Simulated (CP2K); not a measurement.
# KTaO3 (Pm-3m) in CP2K: equation of state, part 2 of 2

CP2K 2026.2. The steps go on from the part before.

### Step 6. Single point, PBE, 13.20 Å³/atom (volume scaled by 1.04)

ktao3_eos.inp

```
&GLOBAL
  PROJECT ktao3_eos
  RUN_TYPE ENERGY_FORCE
  PRINT_LEVEL LOW
&END GLOBAL
&FORCE_EVAL
  METHOD QS
  STRESS_TENSOR ANALYTICAL
  &DFT
    BASIS_SET_FILE_NAME BASIS_MOLOPT_UZH
    POTENTIAL_FILE_NAME POTENTIAL_UZH
    WFN_RESTART_FILE_NAME previous-RESTART.kp
    &MGRID
      CUTOFF 600
      REL_CUTOFF 60
      NGRIDS 5
    &END MGRID
    &QS
      METHOD GPW
      EPS_DEFAULT 1.0E-10
    &END QS
    &KPOINTS
      SCHEME MONKHORST-PACK 7 7 7
      GAMMA_CENTERED T
      SYMMETRY T
      SYMMETRY_BACKEND SPGLIB
    &END KPOINTS
    &SCF
      SCF_GUESS RESTART
      EPS_SCF 1.0E-6
      MAX_SCF 100
      ADDED_MOS 19
      CHOLESKY OFF
      EPS_EIGVAL 1.0E-7
      &DIAGONALIZATION ON
        ALGORITHM STANDARD
      &END DIAGONALIZATION
      &MIXING ON
        METHOD BROYDEN_MIXING
        ALPHA 0.4
        BETA 1.5
        NBUFFER 8
      &END MIXING
      &SMEAR ON
        METHOD FERMI_DIRAC
        ELECTRONIC_TEMPERATURE [K] 580.226
      &END SMEAR
    &END SCF
    &XC
      &XC_FUNCTIONAL PBE
      &END XC_FUNCTIONAL
    &END XC
    &PRINT
      &KPOINTS ON
      &END KPOINTS
      &MULLIKEN ON
      &END MULLIKEN
      &MO ON
        ENERGIES T
        OCCUPATION_NUMBERS T
        &EACH
          QS_SCF 0
        &END EACH
        ADD_LAST NUMERIC
      &END MO
    &END PRINT
  &END DFT
  &SUBSYS
    &CELL
      A 4.0407836503 0.0000000000 0.0000000000
      B 0.0000000000 4.0407836503 0.0000000000
      C 0.0000000000 0.0000000000 4.0407836503
      PERIODIC XYZ
    &END CELL
    &COORD
      SCALED
      Ta  0.0000000000 0.0000000000 0.0000000000
      K   0.5000000000 0.5000000000 0.5000000000
      O   0.0000000000 0.0000000000 0.5000000000
      O   0.0000000000 0.5000000000 0.0000000000
      O   0.5000000000 0.0000000000 0.0000000000
    &END COORD
    &KIND Ta
      BASIS_SET TZVP-MOLOPT-PBE-GTH-q13
      POTENTIAL GTH-PBE-q13
    &END KIND
    &KIND K
      BASIS_SET TZVP-MOLOPT-PBE-GTH-q9
      POTENTIAL GTH-PBE-q9
    &END KIND
    &KIND O
      BASIS_SET TZVP-MOLOPT-PBE-GTH-q6
      POTENTIAL GTH-PBE-q6
    &END KIND
    &PRINT
      &ATOMIC_COORDINATES ON
      &END ATOMIC_COORDINATES
      &CELL ON
      &END CELL
      &SYMMETRY ON
      &END SYMMETRY
    &END PRINT
  &END SUBSYS
  &PRINT
    &FORCES ON
    &END FORCES
    &STRESS_TENSOR ON
    &END STRESS_TENSOR
  &END PRINT
&END FORCE_EVAL
```

Potentials or basis: POTENTIAL_UZH Ta GTH-PBE-q13, K GTH-PBE-q9, O GTH-PBE-q6; TZVP-MOLOPT-PBE-GTH basis.

Started as:

```sh
> OMP_NUM_THREADS=1 mpirun -n 3 cp2k.psmp -i ktao3_eos.inp -o ktao3_eos.out
```

ktao3_eos.out:

```text

 CP2K| version string:                                       CP2K version 2026.2
 CP2K| Input file name                                             ktao3_eos.inp

 GLOBAL| Force Environment number                                              1
 GLOBAL| Basis set file name                                    BASIS_MOLOPT_UZH
 GLOBAL| Potential file name                                       POTENTIAL_UZH
 GLOBAL| MM Potential file name                                     MM_POTENTIAL
 GLOBAL| Coordinate file name                                      __STD_INPUT__
 GLOBAL| Method name                                                        CP2K
 GLOBAL| Project name                                                  ktao3_eos
 GLOBAL| Run type                                                   ENERGY_FORCE
 GLOBAL| FFT library                                                       FFTW3
 GLOBAL| Diagonalization library                                       ScaLAPACK
 GLOBAL| Cholesky decomposition library                                ScaLAPACK
 GLOBAL| DGEMM library                                                      BLAS
 GLOBAL| Direct generalized diagonalization requested                          F
 GLOBAL| Matrix multiplication library                                 ScaLAPACK
 GLOBAL| Global print level                                                  LOW
 GLOBAL| Total number of message passing processes                             3
 GLOBAL| Number of threads for this process                                    1
 GLOBAL| CPU model name                                                  UNKNOWN

 CELL| Volume [angstrom^3]:                                            65.977643
 CELL| Vector a [angstrom]:       4.041     0.000     0.000   |a| =     4.040784
 CELL| Vector b [angstrom]:       0.000     4.041     0.000   |b| =     4.040784
 CELL| Vector c [angstrom]:       0.000     0.000     4.041   |c| =     4.040784
 CELL| Angle (b,c), alpha [degree]:                                    90.000000
 CELL| Angle (a,c), beta  [degree]:                                    90.000000
 CELL| Angle (a,b), gamma [degree]:                                    90.000000
 CELL| Numerically orthorhombic:                                             YES
 CELL| Periodicity                                                           XYZ

 CELL_REF| Volume [angstrom^3]:                                        65.977643
 CELL_REF| Vector a [angstrom     4.041     0.000     0.000   |a| =     4.040784
 CELL_REF| Vector b [angstrom     0.000     4.041     0.000   |b| =     4.040784
 CELL_REF| Vector c [angstrom     0.000     0.000     4.041   |c| =     4.040784
 CELL_REF| Angle (b,c), alpha [degree]:                                90.000000
 CELL_REF| Angle (a,c), beta  [degree]:                                90.000000
 CELL_REF| Angle (a,b), gamma [degree]:                                90.000000
 CELL_REF| Numerically orthorhombic:                                         YES
 CELL_REF| Periodicity                                                       XYZ

[... 8 lines left out ...]
 TOTAL NUMBERS AND MAXIMUM NUMBERS

  Total number of            - Atomic kinds:                                   3
                             - Atoms:                                          5
                             - Shell sets:                                     5
                             - Shells:                                        40
                             - Primitive Cartesian functions:                 27
                             - Cartesian basis functions:                    114
                             - Spherical basis functions:                    104

  Maximum angular momentum of- Orbital basis functions:                        3
                             - Local part of the GTH pseudopotential:          2
                             - Non-local part of the GTH pseudopotential:      4

 MODULE QUICKSTEP: ATOMIC COORDINATES IN ANGSTROM

   Atom Kind Element         X             Y             Z       Z(eff)     Mass
[... 81 lines left out ...]

  Step     Update method      Time    Convergence         Total energy    Change
  ------------------------------------------------------------------------------
     1 NoMix/Diag. 0.40E+00    4.4     0.61360763      -135.3563934720 -1.35E+02
     2 Broy./Diag. 0.40E+00    3.3     0.13573457      -132.4130344908  2.94E+00
     3 Broy./Diag. 0.40E+00    3.2     0.08921724      -134.4412602837 -2.03E+00
     4 Broy./Diag. 0.40E+00    3.2     0.15486551      -134.5336757825 -9.24E-02
     5 Broy./Diag. 0.40E+00    3.4     0.11747938      -134.6042413967 -7.06E-02
     6 Broy./Diag. 0.40E+00    3.3     0.04823928      -134.8228998193 -2.19E-01
     7 Broy./Diag. 0.40E+00    3.3     0.02947690      -134.8411519093 -1.83E-02
     8 Broy./Diag. 0.40E+00    3.2     0.00263234      -134.8885255358 -4.74E-02
     9 Broy./Diag. 0.40E+00    3.2     0.00552612      -134.8412770872  4.72E-02
    10 Broy./Diag. 0.40E+00    3.1     0.00291112      -134.8235407167  1.77E-02
    11 Broy./Diag. 0.40E+00    3.2     0.00075230      -134.8282425909 -4.70E-03
[... 8 lines left out ...]
    20 Broy./Diag. 0.40E+00    3.2     0.00000237      -134.8383165262 -1.80E-06
    21 Broy./Diag. 0.40E+00    3.1     0.00000802      -134.8383177152 -1.19E-06
    22 Broy./Diag. 0.40E+00    3.2     0.00000464      -134.8383176090  1.06E-07
    23 Broy./Diag. 0.40E+00    3.2     0.00000262      -134.8383171550  4.54E-07
    24 Broy./Diag. 0.40E+00    3.3     0.00000153      -134.8383166129  5.42E-07
    25 Broy./Diag. 0.40E+00    3.3     0.00000192      -134.8383161173  4.96E-07
    26 Broy./Diag. 0.40E+00    3.3     0.00000129      -134.8383159164  2.01E-07
    27 Broy./Diag. 0.40E+00    3.3     0.00000145      -134.8383159520 -3.56E-08
    28 Broy./Diag. 0.40E+00    3.3     0.00000115      -134.8383160773 -1.25E-07
    29 Broy./Diag. 0.40E+00    3.2     0.00000030      -134.8383161351 -5.78E-08

  *** SCF run converged in    29 steps ***

  Electronic density on regular grids:        -39.9999999817        0.0000000183
  Core density on regular grids:               39.9999999977       -0.0000000023
  Total charge density on r-space grids:        0.0000000160
  Total charge density g-space grids:           0.0000000160

  Overlap energy of the core charge distribution:               0.00000002802746
  Self energy of the core charge distribution:               -271.66473262159138
  Core Hamiltonian energy:                                     68.14333505105692
  Hartree energy:                                              90.49162419933504
  Exchange-correlation energy:                                -21.80854279191437
  Electronic entropic energy:                                  -0.00000000000518
  Fermi energy:                                                 0.25543682570711

  Total energy:                                              -134.83831613509153
  Total energy (extrapolated to T->0):                       -134.83831613508895

 MO| EIGENVALUES AND OCCUPATION NUMBERS FOR K POINT 1
 MO|
 MO|  Index      Eigenvalue [a.u.]        Eigenvalue [eV]             Occupation
 MO|      1              -2.270267             -61.777113               2.000000
 MO|      2              -1.051131             -28.602719               2.000000
 MO|      3              -1.051127             -28.602608               2.000000
 MO|      4              -1.051127             -28.602607               2.000000
 MO|      5              -0.786671             -21.406406               2.000000
 MO|      6              -0.373762             -10.170584               2.000000
[... 619 lines left out ...]
 MO|     38               0.957271              26.048681               0.000000
 MO|     39               1.045298              28.444003               0.000000
 MO| Sum:                                                              40.000000
 MO| E(Fermi):            0.255437 a.u.          6.950790 eV
 MO| Band gap:            0.145262 a.u.          3.952781 eV

 [... the levels of further k-points ...]

 !-----------------------------------------------------------------------------!
                     Mulliken Population Analysis

 #  Atom  Element  Kind  Atomic population                           Net charge
       1     Ta       1         11.289626                              1.710374
       2     K        2          8.010986                              0.989014
       3     O        3          6.899791                             -0.899791
       4     O        3          6.899802                             -0.899802
       5     O        3          6.899795                             -0.899795
 # Total charge                             40.000000                 -0.000000

 !-----------------------------------------------------------------------------!

 ENERGY| Total FORCE_EVAL ( QS ) energy [hartree]           -134.838316125384267

 FORCES| Atomic forces [hartree/bohr]
 FORCES|   Atom     x               y               z               |f|
 FORCES|      1  2.25558569E-07 -1.18418184E-06  6.57342185E-07   1.37304845E-06
 FORCES|      2  9.51851619E-09  9.07820415E-09 -1.24825843E-09   1.32126489E-08
 FORCES|      3 -6.40532618E-06  4.32480448E-05  1.62871387E-07   4.37201110E-05
 FORCES|      4  1.02106800E-04  9.32486315E-07 -7.63426351E-06   1.02396046E-04
 FORCES|      5  3.11288971E-06 -4.00897887E-04  2.31068141E-04   4.62732419E-04
 FORCES| Sum     9.90494409E-05 -3.57892460E-04  2.24252842E-04
 FORCES| Total atomic force                                       4.33805419E-04

 STRESS| Analytical stress tensor [bar]
 STRESS|                        x                   y                   z
 STRESS|      x       -4.97870144772E+04   1.19231530947E-04   1.24513502328E-04
 STRESS|      y        1.19231530947E-04  -4.97875129972E+04   1.09996647953E-04
 STRESS|      z        1.24513502328E-04   1.09996647953E-04  -4.97873246099E+04
 STRESS| 1/3 Trace                                            -4.97872840281E+04
 STRESS| Determinant                                          -1.23411407795E+14

 STRESS| Eigenvectors and eigenvalues of the analytical stress tensor [bar]
 STRESS|                        1                   2                   3
 STRESS| Eigenvalues  -4.97875129973E+04  -4.97873246099E+04  -4.97870144771E+04
 STRESS|      x          -0.000238936559     -0.000401708802      0.999999890770
 STRESS|      y           0.999999801086      0.000583631398      0.000239170988
 STRESS|      z          -0.000583727411      0.999999749002      0.000401569271
```

Wall time 1.8 min (3 MPI ranks of Arm Neoverse N1, shared host).

What came out:

* Free energy: -3669.1372 eV
* Pressure: -5.0 GPa
* Band gap on the k mesh: 2.13 eV, indirect (least direct gap 2.84 eV)
* Mulliken charges: Ta +1.71; K +0.99; O -0.90 e

Caveat: Mulliken charges move with the basis; spin-orbit coupling is left out, which moves the levels of the heavy elements; an odd mesh through Γ misses points on the zone boundary, where band edges often lie; the basis of atomic orbitals isn't converged, which shifts pressures, moduli and gaps.

### Step 7. Single point, PBE, 11.93 Å³/atom (volume scaled by 0.94)

Changes to ktao3_eos.inp since step 6:

```diff
@@ -69,5 +69,5 @@
     &CELL
-      A 4.0407836503 0.0000000000 0.0000000000
-      B 0.0000000000 4.0407836503 0.0000000000
-      C 0.0000000000 0.0000000000 4.0407836503
+      A 3.9068832774 0.0000000000 0.0000000000
+      B 0.0000000000 3.9068832774 0.0000000000
+      C 0.0000000000 0.0000000000 3.9068832774
       PERIODIC XYZ
```

Started as:

```sh
> OMP_NUM_THREADS=1 mpirun -n 3 cp2k.psmp -i ktao3_eos.inp -o ktao3_eos.out
```

Run time: 1.9 min. Hardware: 3 MPI ranks of Arm Neoverse N1, shared host.

The run converged. Its results:

```yaml
Free_energy: -3668.9504 eV
Pressure: 16.3 GPa
Band_gap_on_the_k_mesh: 2.36 eV, indirect (least direct gap 3.06 eV)
Mulliken_charges: Ta +1.84; K +0.95; O -0.93 e
```

Caveat: Mulliken charges move with the basis; spin-orbit coupling is left out, which moves the levels of the heavy elements; an odd mesh through Γ misses points on the zone boundary, where band edges often lie; the basis of atomic orbitals isn't converged, which shifts pressures, moduli and gaps.

### Step 8. Single point, PBE, 13.45 Å³/atom (volume scaled by 1.06)

Changes to ktao3_eos.inp since step 7:

```diff
@@ -69,5 +69,5 @@
     &CELL
-      A 3.9068832774 0.0000000000 0.0000000000
-      B 0.0000000000 3.9068832774 0.0000000000
-      C 0.0000000000 0.0000000000 3.9068832774
+      A 4.0665218197 0.0000000000 0.0000000000
+      B 0.0000000000 4.0665218197 0.0000000000
+      C 0.0000000000 0.0000000000 4.0665218197
       PERIODIC XYZ
```

Started as:

```sh
> OMP_NUM_THREADS=1 mpirun -n 3 cp2k.psmp -i ktao3_eos.inp -o ktao3_eos.out
```

It took 95 s on 3 MPI ranks of Arm Neoverse N1, shared host.

It converged, with:

* Free energy: -3669.0855 eV
* Pressure: -8.0 GPa
* Band gap on the k mesh: 2.08 eV, indirect (least direct gap 2.80 eV)
* Mulliken charges: Ta +1.69; K +0.99; O -0.89 e

Caveat: Mulliken charges move with the basis; spin-orbit coupling is left out, which moves the levels of the heavy elements; an odd mesh through Γ misses points on the zone boundary, where band edges often lie; the basis of atomic orbitals isn't converged, which shifts pressures, moduli and gaps.

### Step 9. Equation of state, PBE

Potentials or basis: POTENTIAL_UZH Ta GTH-PBE-q13, K GTH-PBE-q9, O GTH-PBE-q6; TZVP-MOLOPT-PBE-GTH basis.

This step only gathers the single runs of the series.

Results:

- Equilibrium volume: 12.83 Å³/atom
- Bulk modulus: 190 GPa
- Pressure derivative of the bulk modulus: 4.4

Energy against volume, from the lowest point:
| volume (Å³/atom) | energy (meV/atom) |
| --- | --- |
| 11.927 | 42.60 |
| 12.180 | 20.97 |
| 12.434 | 7.18 |
| 12.688 | 0.43 |
| 12.942 | 0.00 |
| 13.196 | 5.25 |
| 13.449 | 15.59 |

Caveat: the basis of atomic orbitals isn't converged, which shifts pressures, moduli and gaps. Zero-point motion and thermal expansion aren't in these numbers.
